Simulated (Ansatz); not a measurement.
**GaAs: do energies and stresses tell the same story?**

These are results of Ansatz, DFT PBE, scalar-relativistic, plane waves, PAW, not measurements.

Settings: cutoff 420 eV, Γ-centred mesh 12×12×12 on the computed 2-atom cell, Gaussian smearing of 0.02 eV; no spin polarisation.

Relaxed cell: F-43m, a = 5.745 Å, b = 5.745 Å, c = 5.745 Å, α = 90.00°, β = 90.00°, γ = 90.00°, 2 atoms in the primitive cell.

Energies at zero smearing and pressures from the stress tensor, at volumes with shape and atoms relaxed:
| V (Å³/atom) | E − E(first) (meV/atom) | P (GPa) |
| --- | --- | --- |
| 20.862 | 0.00 | 10.49 |
| 21.573 | -38.98 | 7.16 |
| 22.284 | -64.38 | 4.36 |
| 22.995 | -78.33 | 1.99 |
| 23.706 | -82.64 | 0.00 |
| 24.418 | -78.85 | -1.65 |
| 25.129 | -68.30 | -3.06 |
| 26.077 | -45.46 | -4.60 |

Question: Check P = −dE/dV between neighbouring volumes, and get the bulk modulus from the pressures alone.

Answer: With 1 eV/Å³ = 160.2 GPa:
| middle V (Å³/atom) | −ΔE/ΔV (GPa) | mean P (GPa) |
| --- | --- | --- |
| 21.217 | 8.782 | 8.829 |
| 21.929 | 5.722 | 5.762 |
| 22.640 | 3.144 | 3.177 |
| 23.351 | 0.970 | 0.998 |
| 24.062 | -0.853 | -0.823 |
| 24.773 | -2.376 | -2.356 |
| 25.603 | -3.860 | -3.831 |

The two differ by 0.05 GPa at most. The mean of two end pressures misses the average over a step by about ΔV² P″/12, up to 0.05 GPa here; with that taken off 0.01 GPa remains. Around V = 23.706 Å³/atom, the two neighbours give B = −V ΔP/ΔV = 23.706 × 3.64 / 1.422 = 60.7 GPa, against B0 = 60.5 GPa from the Birch–Murnaghan fit of the energies.